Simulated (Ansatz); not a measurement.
# SnTe (F-43m) in Ansatz: further runs, part 2 of 2

Ansatz 0.2.0. The steps go on from the part before.

**6. Relaxation of cell and atoms, r2SCAN+rVV10**

File input.yaml:

```yaml
crystal:
  lattice:
    - [0.0, 3.611146, 3.611146]
    - [3.611146, 0.0, 3.611146]
    - [3.611146, 3.611146, 0.0]
  atoms:
    - { symbol: Te, position: [0.25, 0.25, 0.25] }
    - { symbol: Sn, position: [0.0, 0.0, 0.0] }
hamiltonian:
  xc: r2scan
  pseudopotentials: { kind: paw }
  dispersion: rvv10
kpoints:
  mp_grid: { grid: [7, 7, 7] }
scf:
  occupations: { method: fermi_dirac, width: 0.05 }
output:
  forces: true
  stress: true
  eigenvalues: true
relax:
  f_tol: 0.01
  max_steps: 40
  cell: { stress_tol: 0.05 }
```

Potentials or basis: Ansatz PAW.

Run with:

```console
$ ansatz run input.yaml --threads 2 --pin off --max-ram 5632MiB --backend cpu --events-out ev --progress --plain --runs-dir out
```

The log of the run:

```text
Warning: RAYON_NUM_THREADS=2 ignored (pool sized by the plan → 2); use --threads N
Engine: ansatz 0.2.0, x86_64-unknown-linux-gnu
Pseudopotentials: kind: paw
Pseudopotential: Te, paw, valence charge 16, recommended cutoff 500 eV (meta_gga), Te.paw.azcp
Pseudopotential: Sn, paw, valence charge 14, recommended cutoff 500 eV (meta_gga), Sn.paw.azcp
Functional definition: r2SCAN+rVV10
  parameter k0 = 0.174
  parameter k1 = 0.065
  parameter a1 = 4.9479
  exchange = r2scan_x(k0 = k0, k1 = k1, a1 = a1)
  correlation = r2scan_c + rvv10(11.95, 0.0093)
Crystal: 2 atoms, lattice volume = 94.181 Å³
Basis set: ecut = 500 eV, 2421 PW (Γ), exchange–correlation on 180×180×180 points (64 copies of the dense FFT grid, shifted against one another)
Bands: 19, of which v1, the nominal top of the filled ones, is band 15 counted from 1 (14 counted from 0)
Symmetry: 24 space group operations
Space group: F-43m (ITA 216), of the structure as read, at distance tolerance 4.5e-5 Å
k-points: 20 of 343 (time reversal used)
Non-local potential: Te, projectors of the file, l = 0: 2, l = 1: 2, l = 2: 2, l = 3: 2
Non-local potential: Sn, projectors of the file, l = 0: 2, l = 1: 2, l = 2: 2, l = 3: 2
PAW form: soft (Blöchl's): semilocal exchange-correlation on the pseudo side does not see the compensation charge
rVV10 density: all electrons in the spheres
PAW frozen core: Te, regenerated for the run's functional (the file was generated under x = pbe(κ = 0.804, μ = 0.2195149727645171), c = pbe(β = 0.06672455060314922))
PAW frozen core: Sn, regenerated for the run's functional (the file was generated under x = pbe(κ = 0.804, μ = 0.2195149727645171), c = pbe(β = 0.06672455060314922))
PAW one-centre angular grid: Te, 590 points (default); XC on 160 Gauss nodes
PAW one-centre angular grid: Sn, 590 points (default); XC on 249 of its mesh's 2787 points in the sphere
Initial density: superposition of atomic densities (neutral atoms: chi_scale 0, normalization atom), corrected by the library's trained network
Initial wavefunctions: pseudopotential atomic-orbital guess
Functional: x = r2scan, c = r2scan + rvv10(b = 11.95, C = 0.0093); τ floored in thin density (d = 2e-4 eV/Å³)
SCF iter   1: F=—  HF=-13029.287408 eV  |F-HF|=—  |Δ(HF+E_count)|=         —  Δρ=3.66e-3  dr2=1.96e-2  dr2_τ=6.82e-4  ethr=1.77e-3  ⟨swp⟩=6.5  Hψ=2049  notcnv=0
preconditioner: auto → none  [insulator: Δε(μ)=0.390 eV  Ē_g=8.174 eV  σ=0.050 eV  W_gap=0.95  n_scr=14 (ndim 8)  ℏωp=12.1 eV  f_vac=0.194  D(μ)=0.06/eV (n_scr^D=0)  ε∞_Penn≈3.2]
SCF iter   2: F=—  HF=-13029.286785 eV  |F-HF|=—  |Δ(HF+E_count)|=   6.23e-4  Δρ=1.32e-3  dr2=1.62e-3  dr2_τ=1.08e-4  ethr=6.53e-5  ⟨swp⟩=3.0  Hψ=817  notcnv=0
SCF iter   3: F=—  HF=-13029.286675 eV  |F-HF|=—  |Δ(HF+E_count)|=   1.10e-4  Δρ=6.44e-4  dr2=4.54e-4  dr2_τ=6.56e-6  ethr=5.40e-6  ⟨swp⟩=2.0  Hψ=680  notcnv=0
SCF iter   4: F=—  HF=-13029.286736 eV  |F-HF|=—  |Δ(HF+E_count)|=   6.03e-5  Δρ=1.88e-4  dr2=1.78e-5  dr2_τ=8.10e-7  ethr=1.51e-6  ⟨swp⟩=2.0  Hψ=460  notcnv=0
SCF iter   5: F=—  HF=-13029.286746 eV  |F-HF|=—  |Δ(HF+E_count)|=   9.76e-6  Δρ=5.94e-5  dr2=1.68e-6  dr2_τ=4.98e-8  ethr=5.95e-8  ⟨swp⟩=2.0  Hψ=580  notcnv=0
SCF iter   6: F=-13029.286747 eV  HF=-13029.286747 eV  |F-HF|=4.96e-8  |Δ(HF+E_count)|=   1.56e-6  Δρ=1.15e-5  dr2=9.52e-8  dr2_τ=1.27e-9  ethr=3.33e-10  ⟨swp⟩=5.0  Hψ=1952  notcnv=0
SCF 1 converged in 6 iterations: F = -13029.286747 eV  dr2 = 9.52e-8
[... 16 lines left out ...]
the search or the solves at the SCF's close seem to have found levels that the self-consistency loop had missed (the run counts 1). By its estimate they hold under 1e-12 electrons; where the run keeps them, the occupations were computed again with them
SCF 2 converged in 7 iterations: F = -13029.301245 eV  dr2 = 2.32e-8
relax step   2: F+E_penalty+E_count = -13029.30124534 eV  Δ(F+E_penalty+E_count) = -1.450e-2 eV  max|allowed force component| = 3.099e-16 eV/Å  Δτ_max = 0.0000 Å  P = +0.015 GPa  Ω = 90.118 Å³  energy of the carried Pulay correction = +1.713e-4 eV  (7 SCF iters, dr2 threshold 2.00e-7 eV, accepted)
rVV10 density: all electrons in the spheres
Initial wavefunctions: pseudopotential atomic-orbital guess (no wavefunctions were taken with the density)
iter 1 solved again at ethr=3.84e-7 eV; its pass at ethr=3.10e-3 eV (dr2=1.15e-4 eV) is discarded
SCF iter   1: F=—  HF=-13029.301073 eV  |F-HF|=—  |Δ(HF+E_count)|=         —  Δρ=3.74e-5  dr2=7.78e-8  dr2_τ=2.00e-7  ethr=3.84e-7  ⟨swp⟩=3.0  Hψ=3105  notcnv=0
eigensolver tolerance schedule: the retry pair's looser diagonalisation over-reported the residual by 1479.11 of it (diagonalisation noise at 0.22 of the residual, at the tolerance the schedule requests for it); recorded, not acted on — ethr = c·dr2/N_el stays at c = 1.0e-1
preconditioner: auto → none  [insulator: Δε(μ)=0.243 eV  Ē_g=8.303 eV  σ=0.050 eV  W_gap=0.80  n_scr=14 (ndim 8)  ℏωp=12.4 eV  f_vac=0.188  D(μ)=0.21/eV (n_scr^D=0)  ε∞_Penn≈3.2]
SCF iter   2: F=—  HF=-13029.301099 eV  |F-HF|=—  |Δ(HF+E_count)|=   2.59e-5  Δρ=1.86e-5  dr2=1.42e-8  dr2_τ=1.16e-7  ethr=2.59e-10  ⟨swp⟩=2.8  Hψ=719  notcnv=0
SCF iter   3: F=—  HF=-13029.301101 eV  |F-HF|=—  |Δ(HF+E_count)|=   1.60e-6  Δρ=7.64e-6  dr2=4.29e-9  dr2_τ=1.94e-8  ethr=4.73e-11  ⟨swp⟩=2.0  Hψ=683  notcnv=0
SCF iter   4: F=—  HF=-13029.301101 eV  |F-HF|=—  |Δ(HF+E_count)|=   3.25e-7  Δρ=1.01e-6  dr2=7.37e-11  dr2_τ=3.11e-10  ethr=1.43e-11  ⟨swp⟩=2.0  Hψ=483  notcnv=0
SCF iter   5: F=-13029.301101 eV  HF=-13029.301101 eV  |F-HF|=1.13e-10  |Δ(HF+E_count)|=   5.53e-9  Δρ=1.81e-7  dr2=6.80e-12  dr2_τ=6.76e-12  ethr=1.00e-12  ⟨swp⟩=7.3  Hψ=1829  notcnv=0
SCF 3 converged in 5 iterations: F = -13029.301101 eV  dr2 = 6.80e-12
relax step   3: F+E_penalty+E_count = -13029.30110111 eV  Δ(F+E_penalty+E_count) = +1.442e-4 eV  max|allowed force component| = 2.359e-16 eV/Å  Δτ_max = 0.0000 Å  P = +0.013 GPa  Ω = 90.118 Å³  stress off target by 1.29e-2 GPa  SCF on the basis re-selected at this cell (its energy is not comparable with the rows above)  (5 SCF iters)
basis re-selected at this cell: Δ(F+E_penalty+E_count) = +1.442e-4 eV, ΔP = -0.002 GPa vs the last step (what re-selecting the basis moved, of the pressure what is left beyond the Pulay correction that the steps carried, after the strain that the cell walked since its last selection, with what the two solves' SCF thresholds leave and, on support functions, any second-order correction that the steps lacked; it is no measure of the basis error at this ecutwfc). This SCF's stress stands 1.29e-2 GPa from its target on what of the cell is left free (relax.cell.stress_tol is 5.00e-2 GPa) and its largest allowed force component is 2.36e-16 eV/Å (relax.f_tol is 1.00e-2 eV/Å): within both
SCF converged after 5 iterations
Free energy (F): -13029.301101 eV
Harris-Foulkes:  -13029.301101 eV  (|F-HF|=1.13e-10)
Internal energy: -13029.299009 eV  (E = F + TS)
E sigma→0 (E₀):  -13029.300055 eV
Entropy (-TS):   -0.002092 eV (-1.046 meV/atom)
Fermi energy:    5.351164 eV
--- Per-component energies (eV) ---
  E_band       = -495.042544
  E_kinetic    = 363.879702
  E_local      = -2961.415126  (includes V_loc(G=0)·N_el)
  E_nonlocal   = -343.927037
  E_hartree    = 1697.954962
  E_xc         = -485.833201
  E_vxc        = -215.305704  (∫ρ·V_xc dr)
  E_paw        = -8841.021854  (= ΣΔE_a)
  E_vpaw       = -747.926681  (= ΣTr[D̂ρ^β])
  E_aug_tail   = 0.000017  (compensation charges beyond the density's cutoff)
  E_vtau       = 13.742348  (kinetic-family band-sum trace: ∫τ·v_τ [+ j·A + Jᵃ·Aᵃ] dr)
  E_ewald      = -2459.956647
  E_core_change = 1.020175  (= ΣΔE_core)
  E_smearing   = -0.002092  (= −TS)
  E_closure    = 0.000000  (closes the sum)
  Σ components = -13029.301101   (vs F -13029.301101, Δ=0.00e0)
--- Forces (eV/Å), atoms counted from 1 ---
  atom   1  Te     0.00000000    -0.00000000    -0.00000000
  atom   2  Sn    -0.00000000     0.00000000     0.00000000
  max |Σ_I F_I| component: 2.68e-16 eV/Å
--- Stress (GPa, compression-positive) ---
        0.012878      -0.000000      -0.000000
       -0.000000       0.012878       0.000000
       -0.000000       0.000000       0.012878
  P = ⅓ Tr σ = 0.0129 GPa (0.129 kbar)
--- Band table (eV; the first three rows and the last of 20) ---
  k-point 0: bands = ["-32.3340", "-32.3340", "-32.3340", "-32.3297", "-32.3297", "-17.2435", "-17.2435", "-17.2435", "-17.2301", "-17.2301", "-6.9605", "0.2711", "3.1080", "3.1080", "3.1080", "6.3843", "6.3843", "6.3843", "9.4942"]
  k-point 1: bands = ["-32.3339", "-32.3339", "-32.3339", "-32.3297", "-32.3297", "-17.2439", "-17.2431", "-17.2431", "-17.2301", "-17.2301", "-6.8601", "-0.2823", "2.9721", "2.9721", "3.3030", "6.5760", "6.6126", "6.6126", "10.1550"]
  k-point 2: bands = ["-32.3339", "-32.3339", "-32.3339", "-32.3297", "-32.3297", "-17.2447", "-17.2423", "-17.2423", "-17.2300", "-17.2300", "-6.6045", "-1.2627", "2.7175", "2.7175", "3.3253", "7.0170", "7.0170", "7.5309", "10.8820"]
  k-point 19: bands = ["-32.3339", "-32.3339", "-32.3338", "-32.3297", "-32.3296", "-17.2471", "-17.2408", "-17.2397", "-17.2306", "-17.2296", "-6.0671", "-2.4019", "1.3864", "1.8328", "5.1914", "6.8958", "7.8370", "8.7043", "10.5579"]
--- Relaxed structure (2 steps of the walk, 2 accepted, 1 SCFs on fresh bases) ---
  F+E_penalty+E_count = -13029.30110111 eV   max|allowed force component| = 2.359e-16 eV/Å   (the final SCF, on the basis selected at the relaxed cell)
  cell:  # Å, volume = 90.1183 Å³
    - [2.993531069326158e-34, 3.55845067249064, 3.55845067249064]
    - [3.55845067249064, -1.7324264911845005e-33, 3.55845067249064]
    - [3.55845067249064, 3.55845067249064, -1.2292585029360609e-33]
  atoms:
    - { symbol: Te, position: [0.25, 0.25, 0.25] }
    - { symbol: Sn, position: [1.2755458932776846e-33, -1.3377676441692792e-33, -1.506655253732178e-33] }
```

It took 22 s on 2 threads of Intel Xeon Platinum 8488C (Sapphire Rapids), shared host; peak memory 0.82 GiB.

What came out:

- Free energy: -13029.3011 eV
- Relaxed volume: 45.06 Å³/atom
- Relaxed cell: a = 5.032 Å, b = 5.032 Å, c = 5.032 Å, α = 60.00°, β = 60.00°, γ = 60.00°
- Space group after relaxing (to 0.05 Å): F-43m (No. 216)
- Energy gained by relaxing: 7.2 meV/atom
- Ionic steps: 3
- Pressure after relaxing: 0.0 GPa
- Band gap on the k mesh: 0.24 eV, indirect (least direct gap 0.84 eV)

The path:
| step | energy change (eV) | largest force (eV/Å) | volume (Å³) |
| --- | --- | --- | --- |
| 1 | 0.0000 | 0.0000 | 94.18 |
| 2 | -0.0145 | 0.0000 | 90.12 |
| 3 | -0.0144 | 0.0000 | 90.12 |

Final structure:
```yaml
crystal:
  lattice:
    - [0.00000, 3.55845, 3.55845]
    - [3.55845, 0.00000, 3.55845]
    - [3.55845, 3.55845, 0.00000]
  atoms:
    - { symbol: Te, position: [0.25000, 0.25000, 0.25000] }
    - { symbol: Sn, position: [0.00000, 0.00000, 0.00000] }
```

Caveat: odd divisions of the mesh miss points on the zone boundary, where band edges often lie, so the gap on the mesh can be too wide; the plane-wave basis is chosen anew once the cell has moved, so the energies of steps on either side of that aren't comparable; spin-orbit coupling is left out, which moves the levels of the heavy elements; the PAW data sets come from PBE, with cores solved anew for the run's functional, which leaves a small shift of forces and pressure.

**7. The runs side by side**

| level | gap on the mesh (eV) | pressure (GPa) | relaxed volume (Å³/atom) |
| --- | --- | --- | --- |
| r2SCAN | 0.34 | 0.0 | 46.01 |
| r2SCAN+D3(BJ) | 0.31 | 0.0 | 45.41 |
| r2SCAN+D3(BJ)-ATM | 0.32 | 0.0 | 45.50 |
| r2SCAN+D4 | 0.31 | 0.0 | 45.47 |
| r2SCAN+rVV10 | 0.24 | 0.0 | 45.06 |

Alike in all rows: task relaxation of cell and atoms; potentials or basis Ansatz PAW; no spin polarisation; cell relaxed; k mesh 7 × 7 × 7; cutoff (eV) 500; smearing fermi-dirac 0.05 eV.

Caveats: odd divisions of the mesh miss points on the zone boundary, where band edges often lie, so the gap on the mesh can be too wide; the plane-wave basis is chosen anew once the cell has moved, so the energies of steps on either side of that aren't comparable; spin-orbit coupling is left out, which moves the levels of the heavy elements; the PAW data sets come from PBE, with cores solved anew for the run's functional, which leaves a small shift of forces and pressure; the dispersion damping was fitted for another functional or another form of the correction (some runs).

Total energies depend on the potentials used, so only differences within one code and one set of settings carry meaning.
